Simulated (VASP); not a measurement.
Runs of VASP 6.6.1 on PbSe (Clausthalite). Symmetry: Fm-3m, No. 225, cubic system. Conventional cell: a = 6.121 Å, b = 6.121 Å, c = 6.121 Å, α = 90.00°, β = 90.00°, γ = 90.00°. Around Pb (site symmetry m-3m) lie 6 Se at 3.06 Å. Around Se (site symmetry m-3m) lie 6 Pb at 3.06 Å. 

```csv
task,level,spin,cell,k mesh,cutoff (eV),gap on the mesh (eV),pressure (GPa),relaxed volume (Å³/atom)
band structure,RPBE,off,as given,8 × 8 × 8,520,0.38,-,-
band structure,AM05,off,as given,8 × 8 × 8,520,0.27,0.0,-
relaxation of cell and atoms,PW91,off,relaxed,8 × 8 × 8,600,0.41,0.0,(a)
relaxation of cell and atoms,RPBE,off,relaxed,8 × 8 × 8,600,0.63,0.0,(b)
```

Alike in all rows: potentials or basis VASP PAW PBE potentials, release 64 (Pb_d, Se); smearing fermi-dirac 0.05 eV.

Problem. Fill in the values left out.

Solution. (a) 30.01; (b) 31.18.

Caveats: the PAW data sets were made with another functional, which shifts forces and pressure a little; spin-orbit coupling is left out, which as a rule narrows the gap of such compounds by several tenths of an eV.

A k mesh can miss the band edges, and the runs leave out spin-orbit coupling on Pb, Se.

Runs at the PBE level aren't shown here.
